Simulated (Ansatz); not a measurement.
# KBr (Fm-3m): a single-point run

The task is a single-point run on KBr (Fm-3m). The structure is shown as the input types it.

The COD entry's cell or inner coordinates are ideal or old and differ from later refinements, so a difference from it is no clean test against experiment.

Computed with Ansatz 0.2.0 (DFT r2SCAN, scalar-relativistic, plane waves, PAW, unless a step's input says otherwise).

1 further run of the same task is left out (set aside as unsound or not needed).

## 1. The starting structure

The structure is cubic, space group Fm-3m (No. 225). Conventional cell: a = 6.608 Å, b = 6.608 Å, c = 6.608 Å, α = 90.00°, β = 90.00°, γ = 90.00°. K (site symmetry m-3m) has 6 Br at 3.30 Å as nearest neighbours. Br (site symmetry m-3m) has 6 K at 3.30 Å as nearest neighbours.

As a file:

```
CELL_PARAMETERS angstrom
0.00000 3.30400 3.30400
3.30400 0.00000 3.30400
3.30400 3.30400 0.00000
ATOMIC_POSITIONS crystal
K 0.00000 0.00000 0.00000
Br 0.50000 0.50000 0.50000
```

## 2. The run

File input.yaml:

```yaml
crystal:
  lattice:
    - [0.0, 3.3039966991, 3.3039966991]
    - [3.3039966991, 0.0, 3.3039966991]
    - [3.3039966991, 3.3039966991, 0.0]
  atoms:
    - { symbol: K, position: [0.0, 0.0, 0.0] }
    - { symbol: Br, position: [0.5, 0.5, 0.5] }
basis:
  ecutwfc: 500
  ecutrho_ratio: 4
kpoints:
  mp_grid: { grid: [6, 6, 6] }
hamiltonian:
  xc: r2scan
scf:
  occupations: { method: gaussian, width: 0.05 }
  mixing: { algorithm: anderson, beta: 0.95, ndim: 1, preconditioner: none }
  max_iter: 80
output:
  forces: true
  stress: true
```

Run with:

```console
> ansatz run input.yaml --threads 4 --pin off --max-ram 7168MiB --backend cpu --events-out ev --progress --plain --runs-dir out
```

Q: Will this input give a usable result? If not, why, and what should change?

The run converged and reported no error. That alone doesn't make the input a sound one.

Look at the input: scf.mixing.algorithm is anderson; scf.mixing.beta is 0.95; scf.mixing.ndim is 1; scf.mixing.preconditioner is none. What could go wrong: mixing too aggressive. Here it converged all the same; such a setting changes the road, not the converged state. Several mixing settings were changed at once, so this run can't tell how much each is to blame.

The test: delete scf.mixing.algorithm, scf.mixing.beta, scf.mixing.ndim and scf.mixing.preconditioner (the default then holds).
